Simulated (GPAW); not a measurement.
**HgTe in GPAW: the effect of strain biaxial xy**

The system is HgTe.

```xyz
2
Lattice="-2.9238 2.9238 1.5594 2.9238 -2.9238 1.5594 2.9238 2.9238 -1.5594" Properties=species:S:1:pos:R:3 pbc="T T T"
Hg    0.0000    2.9238    0.7797
Te    0.0000    0.0000    0.0000
```

Measurements of this composition are mostly on another form, of space group No. 216.

Alike in all runs:

| Item | Value |
| --- | --- |
| Program | GPAW 26.7.0 |
| Task | single point |
| Functional | PBEsol |
| Potentials or basis | PAW data sets generated in the run's folder for this functional |
| Cutoff | 600 eV |
| Basis | pw |
| k mesh | 8 × 8 × 8 |
| Occupations | fermi-dirac, width 0.05 eV |
| Spin | no spin polarisation |
| Maxiter | 150 |

| strain biaxial xy | pressure (GPa) |
| --- | --- |
| -0.04 | -0.3 |
| -0.02 | ? |
| -0.01 | -3.1 |

Problem. What does the run with strain biaxial xy -0.02 give?

Solution. Pressure -2.3 GPa.

Caveats: the density grid can change from cell to cell, which puts small steps into energies and stress.

Runs at the PBE level aren't shown here.
